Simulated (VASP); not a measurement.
# Sb (I4/mmm) in VASP: a series of runs

The runs below take Sb through single point, with r2SCAN.

Everything below comes from runs of VASP 6.6.1. Logs are shortened: lines on timing, memory, paths and dates and some standing lists are left out, and cuts for length are marked.

### Step 1. Starting point

The structure is tetragonal, space group I4/mmm (No. 139). Conventional cell: a = 3.153 Å, b = 3.153 Å, c = 5.424 Å, α = 90.00°, β = 90.00°, γ = 90.00°. Around Sb (site symmetry 4/mmm) lie 12 Sb at 3.15 to 3.51 Å.

This isn't the form of Sb at room conditions, which is rhombohedral.

### Step 2. Single point, r2SCAN

File INCAR:

```
SYSTEM = Sb
PREC = Accurate
ENCUT = 300
EDIFF = 1E-6
ISMEAR = 0
SIGMA = 0.1
LREAL = .FALSE.
LASPH = .TRUE.
NELM = 100
ALGO = Normal
ISIF = 2
LWAVE = .FALSE.
LCHARG = .FALSE.
METAGGA = R2SCAN
LMIXTAU = .TRUE.
ADDGRID = .FALSE.
```

File KPOINTS:

```
regular mesh
0
G
  9 9 9
  0 0 0
```

File POSCAR:

```
Sb
1.0
   -1.5638750000      1.6131910000      2.7402030000
    1.6104090000     -1.5604430000      2.7365900000
    1.5281950000      1.5247630000     -2.7095380000
Sb
1
Direct
    0.0004760000      0.0218010000      0.0165680000
```

Potentials or basis: VASP PAW PBE potentials, release 64 (Sb).

Launch:

```sh
$ cat potpaw_PBE.64/Sb/POTCAR > POTCAR
$ mpirun -np 1 vasp_std > vasp.out
```

OUTCAR:

```text
SYSTEM = Sb
   PREC = Accurate
   ENCUT = 300
   EDIFF = 1E-6
   ISMEAR = 0
   LREAL = .FALSE.
   LASPH = .TRUE.
   NELM = 100
   ISIF = 2
   METAGGA = R2SCAN

 Found    365 irreducible k-points:

 Following reciprocal coordinates:
            Coordinates               Weight
  0.000000  0.000000  0.000000      1.000000
  0.111111  0.000000  0.000000      2.000000
  0.222222  0.000000  0.000000      2.000000
  0.333333  0.000000  0.000000      2.000000
  0.444444  0.000000  0.000000      2.000000
 -0.000000  0.111111  0.000000      2.000000
   k-points           NKPTS =    365   k-points in BZ     NKDIM =    365   number of bands    NBANDS=      6
   number of dos      NEDOS =    301   number of ions     NIONS =      1
   total plane-waves  NPLWV =   8000
   dimension x,y,z NGX =    20 NGY =   20 NGZ =   20
   dimension x,y,z NGXF=    40 NGYF=   40 NGZF=   40
   ions per type =               1
   NGX,Y,Z   is equivalent  to a cutoff of   9.38,  9.40,  9.60 a.u.
   NGXF,Y,Z  is equivalent  to a cutoff of  18.77, 18.80, 19.19 a.u.
 SYSTEM =  Sb
   PREC   = accura    normal or accurate (medium, high low for compatibility)
   ISTART =      0    job   : 0-new  1-cont  2-samecut
   ICHARG =      2    charge: 1-file 2-atom 10-const
   ISPIN  =      1    spin polarized calculation?
   LNONCOLLINEAR =      F non collinear calculations
   LSORBIT =      F    spin-orbit coupling
   LASPH  =      T    aspherical Exc in radial PAW
   ENCUT  =  300.0 eV  22.05 Ry    4.70 a.u.   5.00  5.00  4.89*2*pi/ulx,y,z
   NELM   =    100;   NELMIN=  2; NELMDL= -5     # of ELM steps
   EDIFF  = 0.1E-05   stopping-criterion for ELM
   LREAL  =      F    real-space projection
   EDIFFG = 0.1E-04   stopping-criterion for IOM
   NSW    =      0    number of steps for IOM
   IBRION =     -1    ionic relax: 0-MD 1-quasi-New 2-CG
   NFREE  =      0    steps in history (QN), initial steepest desc. (CG)
   ISIF   =      2    stress and relaxation
   ISYM   =      2    0-nonsym 1-usesym 2-fastsym
   POTIM  = 0.5000    time-step for ionic-motion
   TEBEG  =    0.0;   TEEND  =   0.0 temperature during run
   PSTRESS=    0.0 pullay stress
   NELECT =       5.0000    total number of electrons
   NUPDOWN=      -1.0000    fix difference up-down
   EMIN   =  10.00;   EMAX   =-10.00  energy-range for DOS
   EFERMI =   0.00;   METHOD = LEGACY
   ISMEAR =     0;   SIGMA  =   0.10  broadening in eV -4-tet -1-fermi 0-gaus
   EFERMI_NEDOS =   21; number of points for ismear=-14 and -15
   IALGO  =     38    algorithm
   IMIX   =      4    mixing-type and parameters
     AMIX     =   0.40;   BMIX     =  1.00
     AMIX_MAG =   1.60;   BMIX_MAG =  1.00
  volume/ion in A,a.u.               =      26.96       181.95
  Fermi-wavevector in a.u.,A,eV,Ry     =   0.933573  1.764197 11.858272  0.871558
  Thomas-Fermi vector in A             =   2.060288
   LORBIT       =      0    0 simple, 1 ext, 2 COOP (PROOUT), +10 PAW based schemes
   METAGGA = R2SCAN    functional components
   LHFCALC =     F    Hartree Fock is set to
   AEXX    =    0.0000 exact exchange contribution
   IVDW    =     0    specifies the selected vdW correction
   LEPSILON=     F    determine dielectric tensor
   LRPA    =     F    only Hartree local field effects (RPA)
 non-spin polarized calculation
 Gauss-broadening in eV      SIGMA  =   0.10
  energy-cutoff  :      300.00
  volume of cell :       26.96
 maximum number of plane-waves:       335
   NGX = 11   NGY =  9   NGZ =  9

 number of electron       5.0000000 magnetization

 Free energy of the ion-electron system (eV)
  ---------------------------------------------------
  ext. energy  EPLUGINS =         0.00000000
  ---------------------------------------------------
  free energy    TOTEN  =       -25.28484510 eV

  energy without entropy =      -25.28153077  energy(sigma->0) =      -25.28318793

 E-fermi :   8.4386     XC(G=0): -10.7786

 val. band max:        8.4317366181   @ k =  -0.0000   0.2222   0.0000
 cond. band min:       8.4397745097   @ k =  -0.1111  -0.4444   0.3333
 fundamental gap:      0.0080378917
 Fermi energy:         8.4386267205

 k-point     1 :       0.0000    0.0000    0.0000
  band No.  band energies     occupation
      1      -5.1316      2.00000
      2      13.1684      0.00000
      3      14.2030      0.00000
      4      14.2600      0.00000
      5      18.1122      0.00000
      6      19.3475      0.00000

 k-point     2 :       0.1111    0.0000    0.0000
  band No.  band energies     occupation
      1      -4.8740      2.00000
      2      11.7696      0.00000
      3      12.9801      0.00000
      4      14.1952      0.00000
      5      17.8423      0.00000
      6      18.6426      0.00000

 k-point     3 :       0.2222    0.0000    0.0000
  band No.  band energies     occupation
      1      -4.1093      2.00000
      2       8.4185      1.22375
      3      11.8635      0.00000
      4      14.1765      0.00000
      5      16.4682      0.00000
      6      18.5788      0.00000

 k-point     4 :       0.3333    0.0000    0.0000
  band No.  band energies     occupation
      1      -2.8833      2.00000
      2       5.2069      2.00000
      3      10.9570      0.00000
      4      14.2439      0.00000
      5      15.5805      0.00000
      6      18.7097      0.00000

 k-point     5 :       0.4444    0.0000    0.0000
  band No.  band energies     occupation
      1      -1.4754      2.00000
      2       2.7640      2.00000
      3      10.4592      0.00000
      4      14.3435      0.00000
      5      15.1455      0.00000
      6      19.0929      0.00000

 k-point     6 :      -0.0000    0.1111    0.0000
  band No.  band energies     occupation
      1      -4.8736      2.00000
      2      11.7832      0.00000
      3      12.9647      0.00000
      4      14.1968      0.00000
      5      17.8257      0.00000
      6      18.6375      0.00000

 [... further k-points ...]

------------------------ aborting loop because EDIFF is reached ----------------------------------------

  FORCE on cell =-STRESS in cart. coord.  units (eV):
  Direction    XX          YY          ZZ          XY          YZ          ZX
  --------------------------------------------------------------------------------------
  -------------------------------------------------------------------------------------
  Total        0.0759127      0.0860957      0.4646519      0.0239266      0.0156733      0.0075578
  in kB        4.5110273      5.1161376     27.6114082      1.4218084      0.9313665      0.4491152
  external PRESSURE =      12.4128577 kB  Pullay stress =       0.0000000 kB

 VOLUME and BASIS-vectors are now :
 -----------------------------------------------------------------------------
  energy-cutoff  :      300.00
  volume of cell :       26.96
      direct lattice vectors                 reciprocal lattice vectors
    -1.563875000  1.613191000  2.740203000     0.002055809  0.316948054  0.179518554
     1.610409000 -1.560443000  2.736590000     0.317083613  0.001847581  0.179876686
     1.528195000  1.524763000 -2.709538000     0.322328449  0.322401118 -0.005843793

 POSITION                                       TOTAL-FORCE (eV/Angst)
 -----------------------------------------------------------------------------------
      0.05968     -0.00799      0.01607         0.000000      0.000000      0.000000
 -----------------------------------------------------------------------------------
    total drift:                                0.000001      0.000001     -0.000001

  FREE ENERGIE OF THE ION-ELECTRON SYSTEM (eV)
  ---------------------------------------------------
  free  energy   TOTEN  =       -25.2848450971 eV

  energy  without entropy=      -25.2815307695  energy(sigma->0) =      -25.28318793
```

It took 44 s on 1 thread of Intel Xeon 6975P-C (Granite Rapids), shared host; peak memory 0.14 GiB.

The run converged, but some of its settings lie outside the range that counts as converged, so its numbers aren't taken as properties of the crystal.

What came out:

```yaml
Free_energy: -25.2848 eV
Pressure: 1.2 GPa
Band_gap_on_the_k_mesh: none (metal or under the smearing width)
```

Caveat: the PAW data sets were made with another functional, which shifts forces and pressure a little.

### Step 3. Single point, r2SCAN

Edit INCAR of step 2 so:

```diff
@@ -2,3 +2,3 @@
 PREC = Accurate
-ENCUT = 300
+ENCUT = 500
 EDIFF = 1E-6
```

File KPOINTS:

```
regular mesh
0
G
  7 7 7
  0 0 0
```

File POSCAR:

```
Sb
1.0
   -1.5765401831      1.5765401831      2.7119384313
    1.5765401831     -1.5765401831      2.7119384313
    1.5765401831      1.5765401831     -2.7119384313
Sb
1
Direct
    0.0000000000      0.0000000000      0.0000000000
```

Potentials or basis: VASP PAW PBE potentials, release 64 (Sb).

Launch:

```sh
$ cat potpaw_PBE.64/Sb/POTCAR > POTCAR
$ mpirun -np 1 vasp_std > vasp.out
```

It took 18 s on 1 thread of Intel Xeon 6975P-C (Granite Rapids), shared host; peak memory 0.16 GiB.

These settings aren't checked as converged: the numbers below hold their error.

What came out:

```
Free energy            : -25.2386 eV
Pressure               : 2.0 GPa
Band gap on the k mesh : none (metal or under the smearing width)
```

Caveat: the k mesh is coarse (spacing up to 0.40 Å⁻¹), so the values aren't converged; the PAW data sets were made with another functional, which shifts forces and pressure a little.

### Step 4. Single point, r2SCAN

INCAR is that of step 3.

KPOINTS is that of step 3.

File POSCAR:

```
Sb
1.0
   -1.5638750000      1.6131910000      2.7402030000
    1.6104090000     -1.5604430000      2.7365900000
    1.5281950000      1.5247630000     -2.7095380000
Sb
1
Direct
    0.0004760000      0.0218010000      0.0165680000
```

Potentials or basis: VASP PAW PBE potentials, release 64 (Sb).

Launch:

```sh
$ cat potpaw_PBE.64/Sb/POTCAR > POTCAR
$ mpirun -np 1 vasp_std > vasp.out
```

OUTCAR:

```text
SYSTEM = Sb
   PREC = Accurate
   ENCUT = 500
   EDIFF = 1E-6
   ISMEAR = 0
   LREAL = .FALSE.
   LASPH = .TRUE.
   NELM = 100
   ISIF = 2
   METAGGA = R2SCAN

 Found    172 irreducible k-points:

 Following reciprocal coordinates:
            Coordinates               Weight
  0.000000  0.000000  0.000000      1.000000
  0.142857 -0.000000  0.000000      2.000000
  0.285714  0.000000  0.000000      2.000000
  0.428571  0.000000  0.000000      2.000000
 -0.000000  0.142857 -0.000000      2.000000
  0.142857  0.142857  0.000000      2.000000
   k-points           NKPTS =    172   k-points in BZ     NKDIM =    172   number of bands    NBANDS=      6
   number of dos      NEDOS =    301   number of ions     NIONS =      1
   total plane-waves  NPLWV =  21952
   dimension x,y,z NGX =    28 NGY =   28 NGZ =   28
   dimension x,y,z NGXF=    56 NGYF=   56 NGZF=   56
   ions per type =               1
   NGX,Y,Z   is equivalent  to a cutoff of  13.14, 13.16, 13.44 a.u.
   NGXF,Y,Z  is equivalent  to a cutoff of  26.27, 26.31, 26.87 a.u.
 SYSTEM =  Sb
   PREC   = accura    normal or accurate (medium, high low for compatibility)
   ISTART =      0    job   : 0-new  1-cont  2-samecut
   ICHARG =      2    charge: 1-file 2-atom 10-const
   ISPIN  =      1    spin polarized calculation?
   LNONCOLLINEAR =      F non collinear calculations
   LSORBIT =      F    spin-orbit coupling
   LASPH  =      T    aspherical Exc in radial PAW
   ENCUT  =  500.0 eV  36.75 Ry    6.06 a.u.   6.46  6.45  6.32*2*pi/ulx,y,z
   NELM   =    100;   NELMIN=  2; NELMDL= -5     # of ELM steps
   EDIFF  = 0.1E-05   stopping-criterion for ELM
   LREAL  =      F    real-space projection
   EDIFFG = 0.1E-04   stopping-criterion for IOM
   NSW    =      0    number of steps for IOM
   IBRION =     -1    ionic relax: 0-MD 1-quasi-New 2-CG
   NFREE  =      0    steps in history (QN), initial steepest desc. (CG)
   ISIF   =      2    stress and relaxation
   ISYM   =      2    0-nonsym 1-usesym 2-fastsym
   POTIM  = 0.5000    time-step for ionic-motion
   TEBEG  =    0.0;   TEEND  =   0.0 temperature during run
   PSTRESS=    0.0 pullay stress
   NELECT =       5.0000    total number of electrons
   NUPDOWN=      -1.0000    fix difference up-down
   EMIN   =  10.00;   EMAX   =-10.00  energy-range for DOS
   EFERMI =   0.00;   METHOD = LEGACY
   ISMEAR =     0;   SIGMA  =   0.10  broadening in eV -4-tet -1-fermi 0-gaus
   EFERMI_NEDOS =   21; number of points for ismear=-14 and -15
   IALGO  =     38    algorithm
   IMIX   =      4    mixing-type and parameters
     AMIX     =   0.40;   BMIX     =  1.00
     AMIX_MAG =   1.60;   BMIX_MAG =  1.00
  volume/ion in A,a.u.               =      26.96       181.95
  Fermi-wavevector in a.u.,A,eV,Ry     =   0.933573  1.764197 11.858272  0.871558
  Thomas-Fermi vector in A             =   2.060288
   LORBIT       =      0    0 simple, 1 ext, 2 COOP (PROOUT), +10 PAW based schemes
   METAGGA = R2SCAN    functional components
   LHFCALC =     F    Hartree Fock is set to
   AEXX    =    0.0000 exact exchange contribution
   IVDW    =     0    specifies the selected vdW correction
   LEPSILON=     F    determine dielectric tensor
   LRPA    =     F    only Hartree local field effects (RPA)
 non-spin polarized calculation
 Gauss-broadening in eV      SIGMA  =   0.10
  energy-cutoff  :      500.00
  volume of cell :       26.96
 maximum number of plane-waves:       701
 NGX is ok and might be reduce to    28
   NGX = 13   NGY = 13   NGZ = 13

 number of electron       5.0000000 magnetization

 Free energy of the ion-electron system (eV)
  ---------------------------------------------------
  ext. energy  EPLUGINS =         0.00000000
  ---------------------------------------------------
  free energy    TOTEN  =       -25.24388952 eV

  energy without entropy =      -25.24121243  energy(sigma->0) =      -25.24255097

 E-fermi :   8.4165     XC(G=0): -10.7730

 val. band max:        8.3736215928   @ k =   0.4286   0.1429   0.1429
 cond. band min:       8.4237059830   @ k =   0.0000   0.1429   0.4286
 fundamental gap:      0.0500843903
 Fermi energy:         8.4164590877

 k-point     1 :       0.0000    0.0000    0.0000
  band No.  band energies     occupation
      1      -5.1275      2.00000
      2      13.1632      0.00000
      3      14.2056      0.00000
      4      14.2624      0.00000
      5      18.1203      0.00000
      6      19.3530      0.00000

 k-point     2 :       0.1429   -0.0000    0.0000
  band No.  band energies     occupation
      1      -4.7023      2.00000
      2      10.8608      0.00000
      3      12.6467      0.00000
      4      14.1867      0.00000
      5      17.4039      0.00000
      6      18.6415      0.00000
[... 28 lines left out ...]
 k-point     6 :       0.1429    0.1429    0.0000
  band No.  band energies     occupation
      1      -4.0742      2.00000
      2       9.6812      0.00000
      3      10.4794      0.00000
      4      12.3636      0.00000
      5      17.8563      0.00000
      6      18.4676      0.00000

 [... further k-points ...]

------------------------ aborting loop because EDIFF is reached ----------------------------------------

  FORCE on cell =-STRESS in cart. coord.  units (eV):
  Direction    XX          YY          ZZ          XY          YZ          ZX
  --------------------------------------------------------------------------------------
  -------------------------------------------------------------------------------------
  Total        0.1215653      0.1253329      0.7593897      0.0610959     -0.0221575     -0.0311445
  in kB        7.2238798      7.4477652     45.1258608      3.6305524     -1.3166857     -1.8507246
  external PRESSURE =      19.9325019 kB  Pullay stress =       0.0000000 kB

 VOLUME and BASIS-vectors are now :
 -----------------------------------------------------------------------------
  energy-cutoff  :      500.00
  volume of cell :       26.96
      direct lattice vectors                 reciprocal lattice vectors
    -1.563875000  1.613191000  2.740203000     0.002055809  0.316948054  0.179518554
     1.610409000 -1.560443000  2.736590000     0.317083613  0.001847581  0.179876686
     1.528195000  1.524763000 -2.709538000     0.322328449  0.322401118 -0.005843793

 POSITION                                       TOTAL-FORCE (eV/Angst)
 -----------------------------------------------------------------------------------
      0.05968     -0.00799      0.01607         0.000000      0.000000      0.000000
 -----------------------------------------------------------------------------------
    total drift:                                0.000000      0.000000     -0.000000

  FREE ENERGIE OF THE ION-ELECTRON SYSTEM (eV)
  ---------------------------------------------------
  free  energy   TOTEN  =       -25.2438895151 eV

  energy  without entropy=      -25.2412124333  energy(sigma->0) =      -25.24255097
```

stdout:

```text
POSCAR found type information on POSCAR Sb
 POSCAR found :  1 types and       1 ions
 scaLAPACK will be used
 -----------------------------------------------------------------------------
|                                                                             |
|                                                                             |
|     You enforced a specific xc type in the INCAR file but a different       |
|     I HOPE YOU KNOW WHAT YOU ARE DOING!                                     |
|                                                                             |
 -----------------------------------------------------------------------------

 LDA part: xc-table for (None), standard interpolation
 POSCAR, INCAR and KPOINTS ok, starting setup
 FFT: planning ... GRIDC
 FFT: planning ... GRID_SOFT
 FFT: planning ... GRID
 WAVECAR not read
 entering main loop
```

Run time: 64 s. Hardware: 1 thread of Intel Xeon 6975P-C (Granite Rapids), shared host; peak memory 0.18 GiB.

These settings aren't checked as converged: the numbers below hold their error.

What came out:

```yaml
Free_energy: -25.2439 eV
Pressure: 2.0 GPa
Band_gap_on_the_k_mesh: none (metal or under the smearing width)
```

Caveat: the k mesh is coarse (spacing up to 0.41 Å⁻¹), so the values aren't converged; the PAW data sets were made with another functional, which shifts forces and pressure a little.

(Part 1 of 2 ends here.)
